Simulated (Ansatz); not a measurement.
## Nb2NS2 MXene monolayer in a perpendicular field

Aim: how the Nb2NS2 MXene monolayer screens a field along its normal, and what the field does to its bands. A positive field points along +c.

Method: plane-wave DFT, PBE-D3(BJ), Ansatz PAW, in Ansatz 0.2.0.

### 1. Set-up

The cell holds 5 atoms: 2 S, 2 Nb and 1 N. Cell: a = 3.079 Å, b = 3.079 Å, c = 43.019 Å, α = 90.0°, β = 90.0°, γ = 120.0°. Vacuum lies along c.

### 2. Relaxing the slab

The starting cell is a guess, so the in-plane lattice and the atoms are relaxed first, with the slab cut off from its images along the normal.

File input.yaml:

```yaml
crystal:
  lattice:
    - [3.079076, 0.0, 0.0]
    - [-1.539538, 2.6665580362, 0.0]
    - [0.0, 0.0, 43.0189594073]
  atoms:
    - { symbol: S, position: [0.3333333333, 0.6666666667, 0.4300429451] }
    - { symbol: Nb, position: [0.6666666667, 0.3333333333, 0.4717584671], spin: 1.0 }
    - { symbol: "N", position: [0.0, 0.0, 0.5] }
    - { symbol: Nb, position: [0.3333333333, 0.6666666667, 0.5282415329], spin: 1.0 }
    - { symbol: S, position: [0.6666666667, 0.3333333333, 0.5699570549] }
  periodic: [true, true, false]
magnetization:
  spin_polarized: true
kpoints:
  mp_grid: { grid: [12, 12, 1] }
hamiltonian:
  xc: pbe
  dispersion: d3bj
scf:
  occupations: { method: fermi_dirac, width: 0.05 }
  convergence: { dr2_threshold: 1.0e-09 }
relax:
  f_tol: 0.004
  max_steps: 90
  cell: {}
output:
  write_potential: true
  write_density: true
  volumetric_format: npy
```

On the command line:

```console
$ ansatz run input.yaml --threads 2 --pin off --max-ram 3072MiB --backend cpu --events-out ev --progress --plain --runs-dir out
```

Numbers of over 12 decimals in the logs are rounded to 6 here.

The program printed:

```text
Warning: relax.cell: scf.convergence.dr2_threshold = 1e-9 eV is looser than the 1.94850445218e-10 eV advised for a relaxation that steers and ends on the stress (1e-10 eV for each atom of the cell: 5, times the square of relax.cell.stress_2d_tol = 0.05 N/m over 16.0 Å (the atoms' height at the walk's start and 5 Å past either face), 3.121e-2 GPa, over a crystal's default 0.05). What an SCF threshold leaves in a stress goes as its square root, and in the free energy as the threshold itself, and one threshold admits the most on a small cell: [figures from the program's tests cut] Set scf.convergence.dr2_threshold to 1.94850445218e-10 eV or tighter. [rest of the remark cut]
Engine: ansatz 0.2.0, aarch64-unknown-linux-gnu
Pseudopotentials: kind: paw
Pseudopotential: S, paw, valence charge 6, recommended cutoff 420 eV (normal), S.paw.azcp
Pseudopotential: Nb, paw, valence charge 13, recommended cutoff 420 eV (normal), Nb.paw.azcp
Pseudopotential: N, paw, valence charge 5, recommended cutoff 420 eV (normal), N.paw.azcp
Functional definition: PBE
  parameter kappa = 0.804
  parameter beta = 0.066725
  exchange = pbe_x(kappa = kappa, mu = beta*pi^2/3)
  correlation = pbe_c(beta = beta)
Crystal: 5 atoms, lattice volume = 353.209 Å³
Basis set: ecut = 420 eV, 6875 PW (Γ), exchange–correlation on 48×48×576 points (8 copies of the dense FFT grid, shifted against one another)
Bands: 28, of which v1, the nominal top of the filled ones, is band 22 counted from 1 (21 counted from 0)
Symmetry: 12 space group operations
Space group: P-3m1 (ITA 164), of the structure as read, at distance tolerance 7.1e-5 Å
Magnetic group: BNS 164.85 (UNI 1315), of the structure as read, at distance tolerance 7.1e-5 Å
k-points: 19 of 144
Non-local potential: S, projectors of the file, l = 0: 2, l = 1: 2, l = 2: 2
Non-local potential: Nb, projectors of the file, l = 0: 3, l = 1: 2, l = 2: 2, l = 3: 1
Non-local potential: N, projectors of the file, l = 0: 2, l = 1: 2, l = 2: 1
PAW form: soft (Blöchl's): semilocal exchange-correlation on the pseudo side does not see the compensation charge
PAW one-centre angular grid: S, 110 points (default); XC on 64 Gauss nodes
PAW one-centre angular grid: Nb, 590 points (default); XC on 64 Gauss nodes
PAW one-centre angular grid: N, 110 points (default); XC on 64 Gauss nodes
Initial density: superposition of atomic densities (neutral atoms: chi_scale 0, normalization atom)
Starting moments: Σ|m| = 2 μB on 2 of 5 sites
Initial wavefunctions: pseudopotential atomic-orbital guess
Functional: x = pbe(κ = 0.804, μ = 0.219515), c = pbe(β = 0.066725)
SCF iter   1: F=—  HF=-11302.296836 eV  |F-HF|=—  |Δ(HF+E_count)|=         —  Δρ=3.10e-2 (↑3.10e-2 ↓2.62e-2)  dr2=1.48e1  dr2_m=1.36e-1  M=0.724 μB ∫|m|=0.897 μB  β_m=0.30  ethr=3.10e-3  ⟨swp⟩=16.4  Hψ=9049  notcnv=0
Mixer restart at iter 1: flushing history
preconditioner: auto → LDOS  [metal: Δε(μ)=0.027 eV  Ē_g=9.324 eV  σ=0.050 eV  W_gap=0.13  n_scr=26 (ndim 8)  ℏωp=10.3 eV  f_vac=0.768  D(μ)=2.50/eV (n_scr^D=14)]
spin=Collinear: LDOS preconditioning applied to the charge; magnetization (m = ρ↑ − ρ↓) channel mixes plain (no charge-response kernel on spin).
SCF iter   2: F=—  HF=-11300.205154 eV  |F-HF|=—  |Δ(HF+E_count)|=    2.09e0  Δρ=2.00e-2 (↑2.00e-2 ↓1.68e-2)  dr2=6.21e0  dr2_m=7.98e-2  M=0.607 μB ∫|m|=0.781 μB  β_m=0.54  ethr=3.10e-3  ⟨swp⟩=4.0  Hψ=2802  notcnv=0  defer=29
SCF iter   3: F=—  HF=-11299.128046 eV  |F-HF|=—  |Δ(HF+E_count)|=    1.08e0  Δρ=3.33e-3 (↑3.15e-3 ↓3.33e-3)  dr2=8.33e-2  dr2_m=1.30e-2  M=0.302 μB ∫|m|=0.453 μB  β_m=0.60  ethr=3.10e-3  ⟨swp⟩=4.7  Hψ=2883  notcnv=0  defer=29
SCF iter   4: F=—  HF=-11299.199064 eV  |F-HF|=—  |Δ(HF+E_count)|=         —  Δρ=2.38e-3 (↑2.38e-3 ↓2.16e-3)  dr2=7.75e-3  dr2_m=1.44e-2  M=0.071 μB ∫|m|=0.158 μB  β_m=0.60  ethr=1.94e-4  ⟨swp⟩=4.1  Hψ=3146  notcnv=0  defer=24
SCF iter   5: F=—  HF=-11299.200718 eV  |F-HF|=—  |Δ(HF+E_count)|=   1.65e-3  Δρ=1.11e-3 (↑1.11e-3 ↓9.84e-4)  dr2=1.14e-3  dr2_m=3.36e-3  M=0.035 μB ∫|m|=0.090 μB  β_m=0.80  ethr=1.80e-5  ⟨swp⟩=3.9  Hψ=2631  notcnv=0  defer=24
SCF iter   6: F=—  HF=-11299.201710 eV  |F-HF|=—  |Δ(HF+E_count)|=   9.92e-4  Δρ=2.54e-4 (↑1.84e-4 ↓2.54e-4)  dr2=1.74e-4  dr2_m=1.23e-4  M=0.006 μB ∫|m|=0.022 μB  β_m=0.78  ethr=2.64e-6  ⟨swp⟩=3.4  Hψ=2522  notcnv=0  defer=24
SCF iter   7: F=—  HF=-11299.201742 eV  |F-HF|=—  |Δ(HF+E_count)|=   3.13e-5  Δρ=7.06e-5 (↑6.30e-5 ↓7.06e-5)  dr2=4.82e-6  dr2_m=1.36e-5  M=0.001 μB ∫|m|=0.009 μB  β_m=0.89  ethr=4.04e-7  ⟨swp⟩=3.6  Hψ=2470  notcnv=0  defer=24
SCF iter   8: F=—  HF=-11299.201758 eV  |F-HF|=—  |Δ(HF+E_count)|=   1.65e-5  Δρ=1.51e-5 (↑1.51e-5 ↓1.36e-5)  dr2=2.71e-6  dr2_m=3.62e-7  M=-0.000 μB ∫|m|=0.001 μB  β_m=0.86  ethr=1.12e-8  ⟨swp⟩=4.3  Hψ=3068  notcnv=0  defer=24
SCF iter   9: F=—  HF=-11299.201759 eV  |F-HF|=—  |Δ(HF+E_count)|=   1.05e-6  Δρ=4.13e-6 (↑4.13e-6 ↓4.08e-6)  dr2=1.08e-7  dr2_m=4.26e-8  M=-0.000 μB ∫|m|=0.000 μB  β_m=0.91  ethr=6.30e-9  ⟨swp⟩=3.8  Hψ=2411  notcnv=0  defer=24
SCF iter  10: F=—  HF=-11299.201760 eV  |F-HF|=—  |Δ(HF+E_count)|=   3.17e-7  Δρ=1.20e-6 (↑1.07e-6 ↓1.20e-6)  dr2=4.15e-9  dr2_m=3.75e-9  M=-0.000 μB ∫|m|=0.000 μB  β_m=0.96  ethr=2.52e-10  ⟨swp⟩=3.2  Hψ=2480  notcnv=0  defer=24
SCF iter  11: F=—  HF=-11299.201760 eV  |F-HF|=—  |Δ(HF+E_count)|=   3.19e-8  Δρ=2.62e-7 (↑2.62e-7 ↓2.40e-7)  dr2=5.32e-10  dr2_m=1.18e-10  M=-0.000 μB ∫|m|=0.000 μB  β_m=0.92  ethr=9.65e-12  ⟨swp⟩=4.0  Hψ=2856  notcnv=0  defer=24
SCF iter  12: F=-11299.201760 eV  HF=-11299.201760 eV  |F-HF|=7.40e-10  |Δ(HF+E_count)|=   2.16e-9  Δρ=1.07e-7 (↑1.07e-7 ↓9.83e-8)  dr2=1.21e-10  dr2_m=8.24e-12  M=-0.000 μB ∫|m|=0.000 μB  ethr=1.24e-12  ⟨swp⟩=8.9  Hψ=9045  notcnv=0
WARN: the starting moments were not kept: the SCF closed with an absolute magnetisation of 4.7e-6 μB, where they sum to 2 μB in size (2 sites). That is at most 0.1 of that sum. Measured as dr2_m measures the in/out step, that magnetisation stands 2.0e-12 eV from none, at or under the dr2_threshold of 1.0e-9 eV: it is no larger than a step whose dr2_m would equal this threshold. The system may hold no moment; this SCF [...]
SCF 1 converged in 12 iterations: F = -11299.201760 eV  dr2 = 1.21e-10
  greatest PAW one-centre occupation: 0.998 electrons in one spin orbital (limit 2), on the Nb atom at site 3 (counted from 0), in its partial waves of l = 0
[...]
relax step   6: F+E_penalty+E_count = -11299.85427998 eV  Δ(F+E_penalty+E_count) = +7.905e-6 eV  max|allowed force component| = 9.789e-5 eV/Å  Δτ_max = 0.0004 Å  P = +0.000 N/m  Ω = 398.386 Å³  energy of the carried Pulay correction = -7.506e-3 eV  fix = [c, alpha, beta]  reactions: c +0.000 N/m  (6 SCF iters, accepted)
[...]
relax step   7: F+E_penalty+E_count = -11299.86911818 eV  Δ(F+E_penalty+E_count) = -1.484e-2 eV  max|allowed force component| = 2.649e-4 eV/Å  Δτ_max = 0.0000 Å  P = +0.253 N/m  Ω = 398.386 Å³  fix = [c, alpha, beta]  reactions: c +0.000 N/m  stress off target by 2.53e-1 N/m on what of the cell is left free  SCF on the basis re-selected at this cell (its energy is not comparable with the rows above)  (8 SCF iters)
[...]
relax step   8: F+E_penalty+E_count = -11299.86915260 eV  Δ(F+E_penalty+E_count) = -3.441e-5 eV  max|allowed force component| = 2.021e-3 eV/Å  Δτ_max = 0.0023 Å  P = +0.026 N/m  Ω = 399.108 Å³  energy of the carried Pulay correction = -1.094e-4 eV  fix = [c, alpha, beta]  reactions: c +0.000 N/m  (8 SCF iters, accepted)
iter 1 solved again at ethr=2.80e-7 eV; its pass at ethr=3.10e-3 eV (dr2=1.21e-4 eV) is discarded
SCF iter   1: F=—  HF=-11299.869253 eV  |F-HF|=—  |Δ(HF+E_count)|=         —  Δρ=2.10e-6 (↑2.10e-6 ↓2.10e-6)  dr2=7.83e-9  dr2_m=4.68e-12  M=0.000 μB ∫|m|=0.000 μB  β_m=0.65  ethr=2.80e-7  ⟨swp⟩=6.7  Hψ=14260  notcnv=0
eigensolver tolerance schedule: the retry pair's looser diagonalisation over-reported the residual by 15393.26 of it (diagonalisation noise at an unbounded share of the residual, at the tolerance the schedule requests for it); recorded, not acted on — ethr = c·dr2/N_el stays at c = 1.0e-1
preconditioner: auto → Resta (q_TF=auto, 1.882 Å⁻¹)  ε∞=2.4  [insulator: Δε(μ)=0.215 eV  Ē_g=8.274 eV  σ=0.050 eV  W_gap=0.72  n_scr=24 (ndim 8)  ℏωp=9.7 eV  f_vac=0.785  D(μ)=1.26/eV (n_scr^D=10)  ε∞_Penn≈2.4  vacuum switching on, ρ_ref=5.0e-3 e/Å³]
spin=Collinear: Resta preconditioning applied to the charge; magnetization (m = ρ↑ − ρ↓) channel mixes plain (no charge-response kernel on spin).
SCF iter   2: F=—  HF=-11299.869270 eV  |F-HF|=—  |Δ(HF+E_count)|=   1.75e-5  Δρ=9.05e-7 (↑9.05e-7 ↓8.98e-7)  dr2=8.26e-9  dr2_m=1.19e-12  M=-0.000 μB ∫|m|=0.000 μB  β_m=0.43  ethr=1.82e-11  ⟨swp⟩=6.7  Hψ=4914  notcnv=0
SCF iter   3: F=—  HF=-11299.869271 eV  |F-HF|=—  |Δ(HF+E_count)|=   1.47e-6  Δρ=7.27e-7 (↑7.27e-7 ↓7.23e-7)  dr2=1.27e-9  dr2_m=8.72e-13  M=-0.000 μB ∫|m|=0.000 μB  β_m=0.63  ethr=1.82e-11  ⟨swp⟩=2.8  Hψ=1540  notcnv=0
SCF iter   4: F=—  HF=-11299.869277 eV  |F-HF|=—  |Δ(HF+E_count)|=   5.20e-6  Δρ=3.03e-7 (↑3.02e-7 ↓3.03e-7)  dr2=1.25e-9  dr2_m=2.66e-13  M=-0.000 μB ∫|m|=0.000 μB  β_m=0.63  ethr=2.96e-12  ⟨swp⟩=3.6  Hψ=2350  notcnv=0
SCF iter   5: F=-11299.869279 eV  HF=-11299.869279 eV  |F-HF|=4.93e-8  |Δ(HF+E_count)|=   1.90e-6  Δρ=8.58e-8 (↑8.58e-8 ↓8.43e-8)  dr2=2.66e-10  dr2_m=2.71e-14  M=-0.000 μB ∫|m|=0.000 μB  ethr=2.33e-12  ⟨swp⟩=12.8  Hψ=9473  notcnv=0
the starting moments were not kept: the SCF closed with an absolute magnetisation of 2.7e-7 μB, where they sum to 2 μB in size (2 sites). That is at most 0.1 of that sum. Measured as dr2_m measures the in/out step, that magnetisation stands 8.2e-15 eV from none, at or under the dr2_threshold of 1.0e-9 eV: it is no larger than a step whose dr2_m would equal this threshold.
SCF 9 converged in 5 iterations: F = -11299.869279 eV  dr2 = 2.66e-10
relax step   9: F+E_penalty+E_count = -11299.86927863 eV  Δ(F+E_penalty+E_count) = -1.260e-4 eV  max|allowed force component| = 2.027e-3 eV/Å  Δτ_max = 0.0000 Å  P = +0.026 N/m  Ω = 399.108 Å³  fix = [c, alpha, beta]  reactions: c +0.000 N/m  stress off target by 2.61e-2 N/m on what of the cell is left free  SCF on the basis re-selected at this cell (its energy is not comparable with the rows above)  (5 SCF iters)
basis re-selected at this cell: Δ(F+E_penalty+E_count) = -1.260e-4 eV, ΔP = +0.000 N/m vs the last step (what re-selecting the basis moved, of the pressure what is left beyond the Pulay correction that the steps carried, after the strain that the cell walked since its last selection, with what the two solves' SCF thresholds leave and, on support functions, any second-order correction that the steps lacked; it is no m [...]
WARN: The output density's exchange-correlation potential varies sharply where the density is thin. Do not read a vacuum level from v_tot or v_xc, or from such a field of the output density. On a cell that repeats whose density bears no net charge and no dipole along the vacuum's axis use v_es (v_loc + v_h of the components); under efield.dipole_correction with no amplitude use v_es + v_field, which holds any externa [...]
SCF converged after 5 iterations
Magnetization: -0.0000 μB (21.5000 up, 21.5000 down)
Absolute magnetization: 0.0000 μB (∫|ρ↑−ρ↓|, with the PAW one-centre terms)
Spin contamination: 0.0000 ħ² per cell (⟨S²⟩ above its minimum at these occupations)
Per-site moments (μB) at R_I (Å): [(2.3070306175175032e-8, 1.023465), (-3.470846419704938e-8, 0.910407), (5.892025947209489e-8, 0.910407), (-3.47084642049836e-8, 0.910407), (2.3070306165008714e-8, 1.023465)]
Free energy (F): -11299.869279 eV
Harris-Foulkes:  -11299.869279 eV  (|F-HF|=4.93e-8)
Internal energy: -11299.858099 eV  (E = F + TS)
E sigma→0 (E₀):  -11299.863689 eV
Entropy (-TS):   -0.011180 eV (-2.236 meV/atom)
Fermi energy:    -5.396062 eV
--- Per-component energies (eV) ---
  E_band       = -1006.362538
  E_kinetic    = 1136.596255
  E_local      = -159106.867341  (includes V_loc(G=0)·N_el)
  E_nonlocal   = 338.866312
  E_hartree    = 78773.780003
  E_xc         = -607.799473
  E_vxc        = -680.462375  (∫ρ·V_xc dr)
  E_paw        = -7473.266127  (= ΣΔE_a)
  E_vpaw       = -242.058645  (= ΣTr[D̂ρ^β])
  E_aug_tail   = 0.000112  (compensation charges beyond the density's cutoff)
  E_ewald      = 75640.700063
  E_disp       = -1.867902  (pairwise vdW)
  E_smearing   = -0.011180  (= −TS)
  E_closure    = -0.000000  (closes the sum)
  Σ components = -11299.869279   (vs F -11299.869279, Δ=0.00e0)
--- Forces (eV/Å), atoms counted from 1 ---
  atom   1  S      0.00000000     0.00000000    -0.00038398
  atom   2  Nb     0.00000000    -0.00000000    -0.00202682
  atom   3  N      0.00000000    -0.00000000     0.00000000
  atom   4  Nb    -0.00000000     0.00000000     0.00202682
  atom   5  S      0.00000000    -0.00000000     0.00038398
  max |Σ_I F_I| component: 9.25e-18 eV/Å
--- 2D stress c σ (N/m, compression-positive) ---
        0.026140      -0.000000      -0.000000
       -0.000000       0.026140       0.000000
       -0.000000       0.000000       0.000000
  P = ½ c Tr σ = 0.0261 N/m
--- Band table (eV; the first three rows and the last of 38) ---
  k-point 0 ↑: bands = [... 18 lower, -6.7523, -6.7523, -6.1391, -6.1391, -5.7425, -4.6311, -4.2721, -4.2721, ... 2 higher]
  k-point 1 ↑: bands = [... 18 lower, -7.2235, -7.1163, -6.3207, -5.8015, -5.4931, -4.4310, -4.1965, -4.1627, ... 2 higher]
  k-point 2 ↑: bands = [... 18 lower, -7.4096, -7.3477, -6.8654, -5.5157, -5.1397, -4.3498, -3.7152, -3.7024, ... 2 higher]
  k-point 18 ↓: bands = [... 18 lower, -8.8778, -8.8778, -5.4923, -5.4923, -4.9900, -3.2007, -3.2007, -2.7899, ... 2 higher]
  the weakly bound empty levels are not read free of the cell's end (no_gap_told)
--- Relaxed structure (7 steps of the walk, 7 accepted, 2 SCFs on fresh bases) ---
  F+E_penalty+E_count = -11299.86927863 eV   max|allowed force component| = 2.027e-3 eV/Å   (the final SCF, on the basis selected at the relaxed cell)
  cell:  # Å, volume = 399.1084 Å³
    - [3.273032, 0, 0]
    - [-1.636516, 2.834528, 0]
    - [0, 0, 43.0189594073]
  atoms:
    - { symbol: S, position: [0.333333, 0.666667, 0.436120] }
    - { symbol: Nb, position: [0.666667, 0.333333, 0.473494] }
    - { symbol: N, position: [0, 0, 0.5] }
    - { symbol: Nb, position: [0.333333, 0.666667, 0.526506] }
    - { symbol: S, position: [0.666667, 0.333333, 0.563880] }
```

The job ended after 4.5 min (2 threads of Arm Neoverse N1, shared host; peak memory 0.84 GiB; 8.8 min of CPU time).

Step by step:

| step | energy less that of the first step (eV) | largest force component (eV/Å) | volume (Å³) |
| --- | --- | --- | --- |
| 1 | 0.0000 | 1.4287 | 353.21 |
| 2 | -0.5686 | 0.5277 | 381.01 |
| 3 | -0.6090 | 0.5465 | 405.52 |
| 4 | -0.6521 | 0.0798 | 399.00 |
| 5 | -0.6525 | 0.0060 | 398.32 |
| 6 | -0.6525 | 0.0001 | 398.39 |
| 7* | -0.6674 | 0.0003 | 398.39 |
| 8 | -0.6674 | 0.0020 | 399.11 |
| 9* | -0.6675 | 0.0020 | 399.11 |

Relaxation steps marked * repeat the geometry before them on a plane-wave basis chosen anew for their cell, so energy and pressure can jump there.

Forces are held to the 12 operations that the run works with; a distortion that breaks them can't arise in this run.

| cell as run | before | after | change |
| --- | --- | --- | --- |
| a (Å) | 3.079 | 3.273 | +6.3 % |
| b (Å) | 3.079 | 3.273 | +6.3 % |

The atoms that moved most (Å, along periodic axes as changes of fractional coordinates times the final cell, across vacuum about the mean position):

| atom | dx | dy | dz | length |
| --- | --- | --- | --- | --- |
| S1 | 0.000 | 0.000 | 0.261 | 0.261 |
| S5 | 0.000 | 0.000 | -0.261 | 0.261 |
| Nb2 | 0.000 | 0.000 | 0.075 | 0.075 |
| Nb4 | 0.000 | 0.000 | -0.075 | 0.075 |

The relaxed structure:

```cif
data_structure
_symmetry_space_group_name_H-M 'P 1'
_symmetry_Int_Tables_number 1
_cell_length_a 3.2730
_cell_length_b 3.2730
_cell_length_c 43.0190
_cell_angle_alpha 90.000
_cell_angle_beta 90.000
_cell_angle_gamma 120.000
_cell_volume 399.11
loop_
_atom_site_label
_atom_site_type_symbol
_atom_site_fract_x
_atom_site_fract_y
_atom_site_fract_z
_atom_site_occupancy
S1 S 0.33333 0.66667 0.43612 1
Nb2 Nb 0.66667 0.33333 0.47349 1
N3 N 0.00000 0.00000 0.50000 1
Nb4 Nb 0.33333 0.66667 0.52651 1
S5 S 0.66667 0.33333 0.56388 1
```

This step gave:

```
energy at zero smearing : -11299.8637 eV
```

The lattice constant a goes from 3.079 to 3.273 Å.

[end of part 1 of 2]

[Logs are printed without paths, hosts, clocks, repeated set-up lines and the standing remarks that a program may print on its own settings, such as how far it seeks lower states.]

[Hosts, paths, dates, database ids (printed as entryN), source tags and the programs' standing remarks are cut or masked in the printed files.]

[Maps of the electrostatic potential energy from Ansatz leave out the sawtooth potential of an applied field or a dipole correction, so their vacuum need not be flat; planar profiles and work functions include it.]
